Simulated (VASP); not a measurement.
Here is a VASP 6.6.1 calculation.

File INCAR:

```
SYSTEM = Na
  ALGO = Fast
  EDIFF = 1E-7
  ENCUT = 520
  GGA = CA
  ISIF = 2
  ISMEAR = 0
  LASPH = .TRUE.
  LCHARG = .FALSE.
  LREAL = .FALSE.
  LWAVE = .FALSE.
  NBANDS = 10
  NELM = 100
  PREC = Accurate
  SIGMA = 0.15
```

KPOINTS

```
k-points
0
G
  20 20 20
  0 0 0
```

The input POSCAR:

```
Na
1.0
   -1.9415101522      1.9415101522      2.4946765583
    1.9415101522     -1.9415101522      2.4946765583
    1.9415101522      1.9415101522     -2.4946765583
Na
1
Direct
    0.0000000000      0.0000000000      0.0000000000
```

Potentials or basis: VASP PAW LDA potentials, release 64 (Na_pv).

The run is started by

```sh
$ cat potpaw_LDA.64/Na_pv/POTCAR > POTCAR
$ mpirun -np 1 vasp_std > vasp.out
```

Estimate the band gap on the k mesh.

none (metal or under the smearing width).

What does it give for the pressure?

-0.9 GPa.
